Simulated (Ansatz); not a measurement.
# TaN: the cost of one run

Computed with Ansatz 0.2.0 (DFT PBE, scalar-relativistic, plane waves, PAW, unless a step's input says otherwise).

1 further run of the same task is left out (set aside as unsound or not needed). Runs told in other sessions of the task aren't counted.

## Step 1: Starting point

The structure is hexagonal, space group P6_3mc (No. 186). Conventional cell: a = 3.152 Å, b = 3.152 Å, c = 6.103 Å, α = 90.00°, β = 90.00°, γ = 120.00°. Ta (site symmetry 3m) is surrounded by 4 N at 1.98 to 2.11 Å. Around N (site symmetry 3m) lie 4 Ta at 1.98 to 2.11 Å.

Structure file:

```
CELL_PARAMETERS angstrom
3.15195 0.00000 0.00000
-1.57597 2.72967 0.00000
0.00000 0.00000 6.10263
ATOMIC_POSITIONS crystal
Ta 0.33333 0.66667 0.03049
Ta 0.66667 0.33333 0.53049
N 0.33333 0.66667 0.35451
N 0.66667 0.33333 0.85451
```

It is the result of an earlier relaxation at this level (volume 13.13 Å³/atom; gap on the mesh: none (metal)).

## Step 2: Plan of the line

The energy is mapped over two homogeneous strains (x along [1 0 0], y along [1 2 0], z along [0 0 1] of the conventional cell).

First coordinate, strain +e along x and -e along y: 5 values from −15.0 %. Second coordinate, strain +e along z and -e/2 along x and y: 5 values from −15.0 %.

Nothing else is relaxed (fractional coordinates fixed). Energies count from the relaxed crystal. Points are written as (first, second).

## Step 3: Point (−15.0 %, −15.0 %)

The input, input.yaml:

```yaml
crystal:
  lattice:
    - [2.915550936, 0.0, 0.0]
    - [-1.4577754681, 3.3438410177, 0.0]
    - [0.0, 0.0, 5.1872384312]
  atoms:
    - { symbol: Ta, position: [0.3333333333, 0.6666666667, 0.0304880884] }
    - { symbol: Ta, position: [0.6666666667, 0.3333333333, 0.5304880884] }
    - { symbol: "N", position: [0.3333333333, 0.6666666667, 0.3545119116] }
    - { symbol: "N", position: [0.6666666667, 0.3333333333, 0.8545119116] }
basis:
  ecutwfc: 520.0
kpoints:
  mp_grid: { grid: [15, 15, 8] }
hamiltonian:
  xc: pbe
  pseudopotentials: { kind: paw, azcp: { folder: soft_1 } }
scf:
  occupations: { method: gaussian, width: 0.15 }
output:
  forces: true
  stress: true
  eigenvalues: true
```

Launch:

```console
$ ansatz run input.yaml --threads 2 --pin off --max-ram 4096MiB --backend cpu --events-out ev --progress --plain --runs-dir out
```

**Question.** How long does this run take on 2 threads of Arm Neoverse N1, shared host, and how much memory does it need?

About 40 s, with a peak of 0.69 GiB.
